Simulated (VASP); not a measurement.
TiO₂ in VASP 6.6.1, single-point calculation

INCAR

```
LWAVE = .FALSE.
SIGMA = 0.02
LREAL = .TRUE.
IBRION = -1
GGA = PE
ENCUT = 520
LCHARG = .FALSE.
ISMEAR = -1
LASPH = .TRUE.
NELECT = 48.02
NSW = 0
NELM = 87
NBANDS = 33
ISIF = 2
EDIFF = 1E-7
PREC = Accurate
```

KPOINTS

```
KPOINTS created by Atomic Simulation Environment
0
Gamma
6 6 8
0 0 0
```

POSCAR

```
Ti O
 1.0000000000000000
     4.4589478892000001    0.0000000000000000    0.0000000000000000
     0.0000000000000000    4.4589478892000001    0.0000000000000000
     0.0000000000000000    0.0000000000000000    2.8648865286000000
 Ti  O
   2   4
Cartesian
 -0.0000000000000000 -0.0000000000000000  0.0000000000000000
  2.2294739446000000  2.2294739446000000  1.4324432643000000
  1.3458779828950389  1.3458779828950389  0.0000000000000000
  0.8835959617049615  3.5753519274950389  1.4324432643000000
  3.5753519274950389  0.8835959617049615  1.4324432643000000
  3.1130699063049612  3.1130699063049612  0.0000000000000000
```

The recommended PBE PAW datasets give the neutral cell 48 valence electrons.

Command

```
mpirun -np 1 vasp_std
```

OSZICAR

```
N       E                     dE             d eps       ncg     rms          rms(c)
DAV:   1     0.666637154533E+03    0.66664E+03   -0.24325E+04  3300   0.176E+03
DAV:   2     0.299051527026E+02   -0.63673E+03   -0.58701E+03  3535   0.523E+02
DAV:   3    -0.644445161589E+02   -0.94350E+02   -0.91889E+02  4457   0.193E+02
DAV:   4    -0.693955543541E+02   -0.49510E+01   -0.49382E+01  4742   0.415E+01
DAV:   5    -0.695558423833E+02   -0.16029E+00   -0.16027E+00  4334   0.640E+00    0.351E+01
DAV:   6    -0.528337154496E+02    0.16722E+02   -0.68149E+01  4323   0.920E+01    0.102E+01
DAV:   7    -0.530313336847E+02   -0.19762E+00   -0.11158E+01  4044   0.297E+01    0.105E+01
DAV:   8    -0.529076930706E+02    0.12364E+00   -0.50095E-01  4383   0.721E+00    0.606E+00
DAV:   9    -0.529716437671E+02   -0.63951E-01   -0.49791E-01  4250   0.710E+00    0.232E+00
DAV:  10    -0.529374075624E+02    0.34236E-01   -0.13840E-01  4027   0.472E+00    0.647E-01
DAV:  11    -0.529344115072E+02    0.29961E-02   -0.17471E-02  4548   0.939E-01    0.950E-02
DAV:  12    -0.529343515256E+02    0.59982E-04   -0.31434E-04  4079   0.137E-01    0.919E-02
DAV:  13    -0.529342509936E+02    0.10053E-03   -0.26861E-04  4107   0.227E-01    0.148E-02
DAV:  14    -0.529342506069E+02    0.38670E-06   -0.35802E-05  4371   0.436E-02    0.505E-03
DAV:  15    -0.529342507228E+02   -0.11591E-06   -0.33790E-06  3792   0.124E-02    0.449E-03
DAV:  16    -0.529342509061E+02   -0.18333E-06   -0.41270E-07  3551   0.577E-03    0.702E-04
DAV:  17    -0.529342509068E+02   -0.70304E-09   -0.70290E-08  2145   0.171E-03
   1 F= -.52934251E+02 E0= -.52933848E+02  d E =-.806478E-03
```

From OUTCAR

```
k-points           NKPTS =     50   k-points in BZ     NKDIM =     50   number of bands    NBANDS=     33

   NELECT =      48.0200    total number of electrons

   dimension x,y,z NGX =    36 NGY =   36 NGZ =   24
   dimension x,y,z NGXF=    72 NGYF=   72 NGZF=   48

  energy-cutoff  :      520.00
  volume of cell :       56.96
      direct lattice vectors                 reciprocal lattice vectors
     4.458947889  0.000000000  0.000000000     0.224268151  0.000000000  0.000000000
     0.000000000  4.458947889  0.000000000     0.000000000  0.224268151  0.000000000
     0.000000000  0.000000000  2.864886529     0.000000000  0.000000000  0.349053964

 k-points in reciprocal lattice and weights: KPOINTS created by Atomic Simulation Env
   0.00000000  0.00000000  0.00000000       0.003
   0.16666667  0.00000000  0.00000000       0.014
   0.33333333  0.00000000  0.00000000       0.014
   0.50000000  0.00000000  0.00000000       0.007
   0.16666667  0.16666667  0.00000000       0.014
   0.33333333  0.16666667  0.00000000       0.028
   0.50000000  0.16666667  0.00000000       0.014
   0.33333333  0.33333333  0.00000000       0.014
   ...

 E-fermi :   7.8994

 k-point     1 :       0.0000    0.0000    0.0000
  band No.  band energies     occupation
      1     -50.7579      2.00000
      2     -50.7297      2.00000
      3     -27.1763      2.00000
      4     -27.1763      2.00000
      5     -26.9344      2.00000
      6     -26.9344      2.00000
      7     -26.8623      2.00000
      8     -26.8114      2.00000
      9     -12.8099      2.00000
     10     -11.5022      2.00000
     11     -10.5342      2.00000
     12     -10.5342      2.00000
     13      -0.3196      2.00000
     14       0.0103      2.00000
     15       0.2571      2.00000
     16       1.7580      2.00000
     17       1.7580      2.00000
     18       3.1352      2.00000
     19       3.1352      2.00000
     20       3.7882      2.00000
     21       5.1639      2.00000
     22       5.3758      2.00000
     23       5.3758      2.00000
     24       5.8909      2.00000
     25       7.8728      1.58220
     26       8.1560      0.00001
     27       8.4859      0.00000
     28       8.6497      0.00000
     29       8.6497      0.00000
     30      11.0200      0.00000
     31      11.0501      0.00000
     32      13.1743      0.00000
     33      13.1744      0.00000

 ...

  Total       15.0432476     15.0432476     17.8992116      0.0000000      0.0000000      0.0000000
  in kB      423.1359898    423.1359898    503.4684567      0.0000000      0.0000000      0.0000000
  external PRESSURE =     449.9134787 kB  Pullay stress =       0.0000000 kB

 POSITION                                       TOTAL-FORCE (eV/Angst)
 -----------------------------------------------------------------------------------
      0.00000      0.00000      0.00000         0.000000     -0.000000      0.000000
      2.22947      2.22947      1.43244         0.000000     -0.000000      0.000000
      1.34588      1.34588      0.00000        -0.868081     -0.868081      0.000000
      0.88360      3.57535      1.43244         0.868081     -0.868081      0.000000
      3.57535      0.88360      1.43244        -0.868081      0.868081     -0.000000
      3.11307      3.11307      0.00000         0.868081      0.868081     -0.000000
 -----------------------------------------------------------------------------------
    total drift:                               -0.000000      0.000000     -0.000000

  FREE ENERGIE OF THE ION-ELECTRON SYSTEM (eV)
  ---------------------------------------------------
  free  energy   TOTEN  =       -52.9342509068 eV

  energy  without entropy=      -52.9334444287  energy(sigma->0) =      -52.93384767
```

It converged. Results: pressure 45.0 GPa; largest force 1.23 eV/Å.

The cell is charged and sits in a uniform background.

For comparison, a separate PBE run of the intended cell, on usual settings and not on those above, gives a gap of 1.97 eV on its mesh and a pressure of 32.6 GPa.

The run above took about 2.5 min on one core of a shared host (Intel Xeon Platinum 8488C) and held 0.2 GiB at most.
